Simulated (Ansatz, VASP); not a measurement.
# Two plane-wave programs on C

The input INCAR:

```
PREC     = Accurate       # precision mode
ENCUT    = 600            # plane-wave cutoff, eV
EDIFF    = 1E-7           # SCF threshold, eV
ISMEAR   = 0              # smearing method
SIGMA    = 0.05           # smearing width, eV
LREAL    = False          # projectors in reciprocal space
LASPH    = True           # aspherical terms in the spheres
NELM     = 100            # most SCF steps
ALGO     = Normal         # electronic algorithm
ISIF     = 3              # what is computed and relaxed
LWAVE    = False          # write WAVECAR
LCHARG   = False          # write CHGCAR
GGA      = PE             # functional
IBRION   = 2              # ionic algorithm
NSW      = 80             # ionic steps
EDIFFG   = -0.01          # ionic threshold
```

The input KPOINTS:

```
regular mesh
0
Gamma
  24 24 8
```

Contents of POSCAR:

```
C
1.0
    2.4600000000      0.0000000000      0.0000000000
   -1.2300000000      2.1304224933      0.0000000000
    0.0000000000      0.0000000000      6.7000000000
C
4
Direct
    0.0000000000      0.0000000000      0.2500000000
    0.3333333333      0.6666666667      0.2500000000
    0.0000000000      0.0000000000      0.7500000000
    0.6666666667      0.3333333333      0.7500000000
```

Input for Ansatz:

```yaml
crystal:
  lattice:
    - [2.46, 0.0, 0.0]
    - [-1.23, 2.1304224933, 0.0]
    - [0.0, 0.0, 6.7]
  atoms:
    - { symbol: C, position: [0.0, 0.0, 0.25] }
    - { symbol: C, position: [0.3333333333, 0.6666666667, 0.25] }
    - { symbol: C, position: [0.0, 0.0, 0.75] }
    - { symbol: C, position: [0.6666666667, 0.3333333333, 0.75] }
scf:
  occupations: { method: gaussian, width: 0.05 }
output:
  forces: true
  stress: true
  eigenvalues: true
  write_density: true
  write_potential: true
  elf: true
  volumetric_format: npy
kpoints:
  mp_grid: { grid: [24, 24, 8] }
hamiltonian:
  xc: pbe
relax:
  f_tol: 0.01
  adjacent_minimum: "off"
  cell: { stress_tol: 0.05 }
```

Alike in both runs: task relaxation of cell and atoms; functional PBE; k mesh 24 × 24 × 8; occupations gaussian, width 0.05 eV; no spin polarisation.

```csv
,VASP,Ansatz
version,VASP 6.6.1,Ansatz 0.2.0
potentials or method,"VASP PAW PBE potentials, release 64 (C)","scalar-relativistic, plane waves, PAW"
plane-wave cutoff (eV),600,420
valence electrons in the cell,16,16
```

|  | VASP | Ansatz | Ansatz less VASP |
| --- | --- | --- | --- |
| gap on the k mesh at the Fermi level, each at its own relaxed structure (eV) | none | none | - |
| relaxed volume (Å³/atom) | 10.39 | 11.24 | +0.846 |
| relaxed cell length with the largest relative difference (Å) | 7.884 | 8.531 | +0.6469 |
| energy change over the relaxation (meV/atom) | -13 | -16 | -3.1 |

A gap of «none» marks a metal or a gap that the smearing closes. One of these differences is far larger than is usual between the two programs; its cause wasn't traced.

Caveats: the volume moved by over 15 % at a fixed basis, so the end points are rough (VASP); this functional lacks dispersion, which binds the layers, so the pressure and a relaxed spacing across them are unreliable, and here the layers came unbound.
